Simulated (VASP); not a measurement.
# Rh in VASP: relaxation of the atoms with PBE

Aim: the relaxation of the atoms of Rh with PBE.

Everything below comes from runs of VASP 6.6.1. Logs are shortened: lines on timing, memory, paths and dates and some standing lists are left out, and cuts for length are marked.

**1. The structure**

The cell holds a slab with vacuum, 20 atoms: a = 3.867 Å, b = 10.231 Å, c = 38.072 Å, α = 90.00°, β = 90.00°, γ = 100.89°.

The cell was built by a generator and needn't be a form met in nature.

**2. Relaxation of the atoms, PBE**

Input file INCAR:

```
ALGO = Normal
DIPOL = 0.5 0.5 0.500
EDIFF = 1E-6
EDIFFG = -0.02
ENCUT = 520
GGA = PE
IBRION = 2
IDIPOL = 3
ISIF = 2
ISMEAR = 1
KPAR = 4
LASPH = True
LCHARG = False
LDIPOL = True
LREAL = False
LWAVE = False
NELM = 120
NSW = 90
PREC = Accurate
SIGMA = 0.1
```

Input file KPOINTS:

```
k-points
0
Gamma
  9 4 1
```

Input file POSCAR:

```
Rh
1.0
    3.8668983000      0.0000000000      0.0000000000
   -1.9334491000     10.0464965000      0.0000000000
    0.0000000000      0.0000000000     38.0720398500
Rh
20
Direct
    0.6666670000      0.3333330000      0.4278185500
    0.0666670000      0.1333330000      0.4278185500
    0.4666670000      0.9333330000      0.4278185500
    0.8666670000      0.7333330000      0.4278185500
    0.2666670000      0.5333330000      0.4278185500
    0.5666670000      0.1333330000      0.4759386300
    0.9666670000      0.9333330000      0.4759386300
    0.3666670000      0.7333330000      0.4759386300
    0.7666670000      0.5333330000      0.4759386300
    0.1666670000      0.3333330000      0.4759386300
    0.4666670000      0.9333330000      0.5240587100
    0.8666670000      0.7333330000      0.5240587100
    0.2666670000      0.5333330000      0.5240587100
    0.6666670000      0.3333330000      0.5240587100
    0.0666670000      0.1333330000      0.5240587100
    0.3666670000      0.7333330000      0.5721814500
    0.7666670000      0.5333330000      0.5721814500
    0.1666670000      0.3333330000      0.5721814500
    0.5666670000      0.1333330000      0.5721814500
    0.9666670000      0.9333330000      0.5721814500
```

Potentials or basis: VASP PAW PBE potentials, release 64 (Rh_pv).

Command:

```bash
$ cat potpaw_PBE.64/Rh_pv/POTCAR > POTCAR
$ mpirun -np 4 vasp_std > vasp.out
```

OUTCAR:

```text
EDIFF = 1E-6
   EDIFFG = -0.02
   ENCUT = 520
   GGA = PE
   IBRION = 2
   ISIF = 2
   ISMEAR = 1
   LASPH = True
   LREAL = False
   NELM = 120
   NSW = 90
   PREC = Accurate

 ion  position               nearest neighbor table
   1  0.667  0.333  0.428-  10 2.66  10 2.66   9 2.72   6 2.72   5 2.79   2 2.79   5 2.79   2 2.79

   2  0.067  0.133  0.428-   6 2.66   6 2.66  10 2.72   7 2.72   3 2.79   1 2.79   1 2.79   3 2.79

   3  0.467  0.933  0.428-   7 2.66   7 2.66   8 2.72   6 2.72   4 2.79   2 2.79   4 2.79   2 2.79
[... 31 lines left out ...]
  19  0.567  0.133  0.572-  15 2.66  15 2.66  11 2.72  14 2.72  20 2.79  18 2.79  18 2.79  20 2.79

  20  0.967  0.933  0.572-  11 2.66  11 2.66  12 2.72  15 2.72  16 2.79  19 2.79  16 2.79  19 2.79

  LATTYP: Found a base centered orthorhombic cell.
 ALAT       =     3.8668983000
 B/A-ratio  =     5.1961524305
 C/A-ratio  =     9.8456273986

  Lattice vectors:

 A1 = (   1.9334491000, -10.0464965000,   0.0000000000)
 A2 = (   1.9334492000,  10.0464965000,   0.0000000000)
 A3 = (   0.0000000000,   0.0000000000,  38.0720398500)

Analysis of symmetry for initial positions (statically):
=====================================================================
 Subroutine PRICEL returns following result:

  LATTYP: Found a base centered orthorhombic cell.
 ALAT       =     3.8668983000
 B/A-ratio  =     1.0392304861
 C/A-ratio  =     9.8456273986

  Lattice vectors:

 A1 = (  -1.9334491400,   2.0092993000,   0.0000000000)
 A2 = (  -1.9334491600,  -2.0092993000,   0.0000000000)
 A3 = (   0.0000000000,   0.0000000000,  38.0720398500)

   5 primitive cells build up your supercell.

 Routine SETGRP: Setting up the symmetry group for a
 base centered orthorhombic supercell.

 Subroutine GETGRP returns: Found  8 space group operations
 (whereof  2 operations were pure point group operations)
 out of a pool of  8 trial point group operations.

The static configuration has the point symmetry C_1h.
 The point group associated with its full space group is D_2h.

Analysis of symmetry for dynamics (positions and initial velocities):
=====================================================================
 Subroutine PRICEL returns following result:

  LATTYP: Found a base centered orthorhombic cell.
 ALAT       =     3.8668983000
 B/A-ratio  =     1.0392304861
 C/A-ratio  =     9.8456273986

  Lattice vectors:

 A1 = (  -1.9334491400,   2.0092993000,   0.0000000000)
 A2 = (  -1.9334491600,  -2.0092993000,   0.0000000000)
 A3 = (   0.0000000000,   0.0000000000,  38.0720398500)

   5 primitive cells build up your supercell.

 Routine SETGRP: Setting up the symmetry group for a
 base centered orthorhombic supercell.

 Subroutine GETGRP returns: Found  8 space group operations
 (whereof  2 operations were pure point group operations)
 out of a pool of  8 trial point group operations.

The dynamic configuration has the point symmetry C_1h.
 The point group associated with its full space group is D_2h.

 Subroutine INISYM returns: Found  8 space group operations
 (whereof  2 operations are pure point group operations),
 and found     5 'primitive' translations

----------------------------------------------------------------------------------------

                                     Primitive cell

  volume of cell :     295.8105

  direct lattice vectors                    reciprocal lattice vectors
    -1.933449140  2.009299300  0.000000000    -0.258605198  0.248842969  0.000000000
    -1.933449160 -2.009299300  0.000000000    -0.258605198 -0.248842966  0.000000000
     0.000000000  0.000000000 38.072039850     0.000000000  0.000000000  0.026265995

  length of vectors
     2.788460015  2.788460029 38.072039850     0.358886432  0.358886431  0.026265995

  position of ions in fractional coordinates (direct lattice)
     0.333332000  0.666667000  0.427818550
     0.833332000  0.166667000  0.475938630
     0.333332000  0.666667000  0.524058710
     0.833332000  0.166667000  0.572181450

  ion indices of the primitive-cell ions
   primitive index   ion index
                 1           1
                 2           9
                 3          14
                 4          17

----------------------------------------------------------------------------------------

 KPOINTS: k-points

Automatic generation of k-mesh.
 Grid dimensions read from file:
 generate k-points for:    9    4    1

 Generating k-lattice:

  Cartesian coordinates                     Fractional coordinates (reciprocal lattice)
     0.028733911  0.005529844  0.000000000     0.111111111  0.000000000  0.000000000
     0.000000000  0.024884297  0.000000000     0.000000000  0.250000000  0.000000000
     0.000000000  0.000000000  0.026265995     0.000000000  0.000000000  1.000000000

  Length of vectors
     0.029261183  0.024884297  0.026265995

  Shift w.r.t. Gamma in fractional coordinates (k-lattice)
     0.000000000  0.000000000  0.000000000

 -----------------------------------------------------------------------------
|                                                                             |
|           W    W    AA    RRRRR   N    N  II  N    N   GGGG   !!!           |
|           W    W   A  A   R    R  NN   N  II  NN   N  G    G  !!!           |
|           W    W  A    A  R    R  N N  N  II  N N  N  G       !!!           |
|           W WW W  AAAAAA  RRRRR   N  N N  II  N  N N  G  GGG   !            |
|           WW  WW  A    A  R   R   N   NN  II  N   NN  G    G                |
|           W    W  A    A  R    R  N    N  II  N    N   GGGG   !!!           |
|                                                                             |
|     Your reciprocal lattice and k-lattice belong to different lattice       |
|     classes:                                                                |
|                                                                             |
|        The reciprocal lattice is base centered orthorhombic,                |
|        whereas your k-lattice is simple monoclinic.                         |
|                                                                             |
|     Results are often still useful ...                                      |
|                                                                             |
 -----------------------------------------------------------------------------

 WARNING: IBZKPT: internal override: KBLOWUP is changed to .FALSE.
      ... skipping the blow-up phase ...

 Subroutine IBZKPT returns following result:
 ===========================================

 Found     19 irreducible k-points:

 Following reciprocal coordinates:
            Coordinates               Weight
  0.000000  0.000000  0.000000      1.000000
  0.111111 -0.000000  0.000000      2.000000
  0.222222 -0.000000  0.000000      2.000000
  0.333333 -0.000000  0.000000      2.000000
  0.444444 -0.000000  0.000000      2.000000
  0.000000  0.250000  0.000000      2.000000
[... 11 lines left out ...]
  0.333333  0.500000  0.000000      2.000000
  0.444444  0.500000  0.000000      2.000000
   k-points           NKPTS =     19   k-points in BZ     NKDIM =     19   number of bands    NBANDS=    180
   number of dos      NEDOS =    301   number of ions     NIONS =     20
   total plane-waves  NPLWV = 691200
   dimension x,y,z NGX =    30 NGY =   80 NGZ =  288
   dimension x,y,z NGXF=    60 NGYF=  160 NGZF=  576
   ions per type =              20
   NGX,Y,Z   is equivalent  to a cutoff of  12.90, 13.00, 12.58 a.u.
   NGXF,Y,Z  is equivalent  to a cutoff of  25.80, 26.00, 25.15 a.u.
 SYSTEM =  unknown system
   PREC   = accura    normal or accurate (medium, high low for compatibility)
   ISTART =      0    job   : 0-new  1-cont  2-samecut
   ICHARG =      2    charge: 1-file 2-atom 10-const
   ISPIN  =      1    spin polarized calculation?
   LNONCOLLINEAR =      F non collinear calculations
   LSORBIT =      F    spin-orbit coupling
   LASPH  =      T    aspherical Exc in radial PAW
   ENCUT  =  520.0 eV  38.22 Ry    6.18 a.u.   7.19 19.02 70.79*2*pi/ulx,y,z
   NELM   =    120;   NELMIN=  2; NELMDL= -5     # of ELM steps
   EDIFF  = 0.1E-05   stopping-criterion for ELM
   LREAL  =      F    real-space projection
   EDIFFG = -.2E-01   stopping-criterion for IOM
   NSW    =     90    number of steps for IOM
   IBRION =      2    ionic relax: 0-MD 1-quasi-New 2-CG
   NFREE  =      1    steps in history (QN), initial steepest desc. (CG)
   ISIF   =      2    stress and relaxation
   ISYM   =      2    0-nonsym 1-usesym 2-fastsym
   POTIM  = 0.5000    time-step for ionic-motion
   TEBEG  =    0.0;   TEEND  =   0.0 temperature during run
   PSTRESS=    0.0 pullay stress
   NELECT =     300.0000    total number of electrons
   NUPDOWN=      -1.0000    fix difference up-down
   EMIN   =  10.00;   EMAX   =-10.00  energy-range for DOS
   EFERMI =   0.00;   METHOD = LEGACY
   ISMEAR =     1;   SIGMA  =   0.10  broadening in eV -4-tet -1-fermi 0-gaus
   EFERMI_NEDOS =   21; number of points for ismear=-14 and -15
   IALGO  =     38    algorithm
   IMIX   =      4    mixing-type and parameters
     AMIX     =   0.40;   BMIX     =  1.00
     AMIX_MAG =   1.60;   BMIX_MAG =  1.00
  volume/ion in A,a.u.               =      73.95       499.06
  Fermi-wavevector in a.u.,A,eV,Ry     =   0.961880  1.817689 12.588280  0.925212
  Thomas-Fermi vector in A             =   2.091290
   LORBIT       =      0    0 simple, 1 ext, 2 COOP (PROOUT), +10 PAW based schemes
   GGA     = PE    functional components
   LHFCALC =     F    Hartree Fock is set to
   AEXX    =    0.0000 exact exchange contribution
   IVDW    =     0    specifies the selected vdW correction
   LEPSILON=     F    determine dielectric tensor
   LRPA    =     F    only Hartree local field effects (RPA)
 conjugate gradient relaxation of ions
 non-spin polarized calculation
 Methfessel and Paxton  Order N= 1 SIGMA  =   0.10
  energy-cutoff  :      520.00
  volume of cell :     1479.05
 maximum number of plane-waves:     39915
 NGX is ok and might be reduce to    30
   NGX = 15   NGY = 37   NGZ =141

--------------------------------------- Ionic step        1  -------------------------------------------

 number of electron     300.0000026 magnetization

 Free energy of the ion-electron system (eV)
  ---------------------------------------------------
  ext. energy  EPLUGINS =         0.00000000
  ---------------------------------------------------
  free energy    TOTEN  =      -132.61454035 eV

  energy without entropy =     -132.60828813  energy(sigma->0) =     -132.61245627

------------------------ aborting loop because EDIFF is reached ----------------------------------------

  FORCE on cell =-STRESS in cart. coord.  units (eV):
  Direction    XX          YY          ZZ          XY          YZ          ZX
  --------------------------------------------------------------------------------------
  -------------------------------------------------------------------------------------
  Total      -25.1744298    -35.2033952     -2.7056515     -0.0000002     -0.0000000      0.0000000
  in kB      -27.2700975    -38.1339330     -2.9308859     -0.0000002     -0.0000000      0.0000000
  external PRESSURE =     -22.7783055 kB  Pullay stress =       0.0000000 kB
[... 257 lines left out ...]
--------------------------------------- Ionic step        6  -------------------------------------------

 number of electron     300.0000047 magnetization

 dipolmoment           0.000000      0.000000      0.004430 electrons x Angstroem

 Free energy of the ion-electron system (eV)
  ---------------------------------------------------
  ext. energy  EPLUGINS =         0.00000000
  ---------------------------------------------------
  free energy    TOTEN  =      -132.75435743 eV

  energy without entropy =     -132.74216142  energy(sigma->0) =     -132.75029209

 E-fermi :  -1.9508     XC(G=0):  -3.1957

 val. band max:       -1.9512642281   @ k =   0.2222   0.5000   0.0000
 cond. band min:      -1.9489049616   @ k =   0.1111   0.5000   0.0000
 fundamental gap:      0.0023592665
 Fermi energy:        -1.9508336148

 k-point     1 :       0.0000    0.0000    0.0000
  band No.  band energies     occupation
      1     -48.7838      2.00000
      2     -48.7838      2.00000
      3     -48.7709      2.00000
      4     -48.7656      2.00000
      5     -48.7656      2.00000
      6     -48.7289      2.00000
[... 3124 lines left out ...]
    161      -1.3991     -0.00000
    162      -1.3738     -0.00000
 [bands above 162 left out]

------------------------ aborting loop because EDIFF is reached ----------------------------------------

 vacuum level on the upper side and lower side of the slab       (xc-potential included)        -0.011        -0.032

  FORCE on cell =-STRESS in cart. coord.  units (eV):
  Direction    XX          YY          ZZ          XY          YZ          ZX
  --------------------------------------------------------------------------------------
  -------------------------------------------------------------------------------------
  Total      -22.1022972    -32.8698827     -0.4508080     -0.0000002     -0.0000000      0.0000000
  in kB      -23.9422225    -35.6061653     -0.4883359     -0.0000002     -0.0000000      0.0000000
  external PRESSURE =     -20.0122412 kB  Pullay stress =       0.0000000 kB
[... 35 lines left out ...]
  FREE ENERGIE OF THE ION-ELECTRON SYSTEM (eV)
  ---------------------------------------------------
  free  energy   TOTEN  =      -132.7543574260 eV

  energy  without entropy=     -132.7421614232  energy(sigma->0) =     -132.75029209

 reached required accuracy - stopping structural energy minimisation

 vacuum level on the upper side and lower side of the slab         3.143         3.123
```

Run time: 3 h. Hardware: 4 MPI ranks of Intel Xeon 6975P-C (Granite Rapids), shared host; peak memory 3.6 GiB.

Results:

* Free energy: -132.7544 eV
* Energy gained by relaxing: 7.0 meV/atom
* Ionic steps: 6
* Largest force after relaxing: 0.018 eV/Å
* Band gap on the k mesh: none (metal or under the smearing width)

Forces in eV/Å, atoms in the order of the input:
```
Rh   0.000  0.000  0.004
Rh   0.000  0.000  0.004
Rh   0.000  0.000  0.004
Rh   0.000  0.000  0.004
Rh   0.000  0.000  0.004
Rh   0.000  0.000  0.018
Rh   0.000  0.000  0.018
Rh   0.000  0.000  0.018
Rh   0.000  0.000  0.018
Rh   0.000  0.000  0.018
Rh   0.000  0.000 -0.018
Rh   0.000  0.000 -0.018
Rh   0.000  0.000 -0.018
Rh   0.000  0.000 -0.018
Rh   0.000  0.000 -0.018
Rh   0.000  0.000 -0.004
Rh   0.000  0.000 -0.004
Rh   0.000  0.000 -0.004
Rh   0.000  0.000 -0.004
Rh   0.000  0.000 -0.004
```

The path:
```tsv
step	energy change (eV)	largest force (eV/Å)	pressure (GPa)
1	0.0000	0.6046	-2.28
2	-0.1324	0.1166	-2.11
3	-0.1390	0.0304	-2.06
4	-0.1390	0.0247	-2.05
5	-0.1394	0.0216	-2.03
6	-0.1398	0.0178	-2.00
```

Final structure:
```xyz
20
Lattice="3.8669 0.0000 0.0000 -1.9334 10.0465 0.0000 0.0000 0.0000 38.0720" Properties=species:S:1:pos:R:3 pbc="T T T"
Rh    1.9335    3.3488   16.3101
Rh    0.0000    1.3395   16.3101
Rh    0.0000    9.3767   16.3101
Rh    1.9335    7.3674   16.3101
Rh    0.0000    5.3581   16.3101
Rh    1.9335    1.3395   18.0836
Rh    1.9335    9.3767   18.0836
Rh    0.0000    7.3674   18.0836
Rh    1.9335    5.3581   18.0836
Rh    0.0000    3.3488   18.0836
Rh    0.0000    9.3767   19.9884
Rh    1.9335    7.3674   19.9884
Rh    0.0000    5.3581   19.9884
Rh    1.9335    3.3488   19.9884
Rh    0.0000    1.3395   19.9884
Rh    0.0000    7.3674   21.7620
Rh    1.9335    5.3581   21.7620
Rh    0.0000    3.3488   21.7620
Rh    1.9335    1.3395   21.7620
Rh    1.9335    9.3767   21.7620
```

Levels at points of the mesh, in eV from the Fermi level:
```csv
k point,band 148,band 149,band 150,band 151,band 152,band 153
"(0.00, 0.00, 0.00)",-0.20,-0.18,-0.09,-0.09,0.22,0.22
"(0.00, 0.50, 0.00)",-0.20,-0.04,-0.04,0.05,0.20,0.20
```
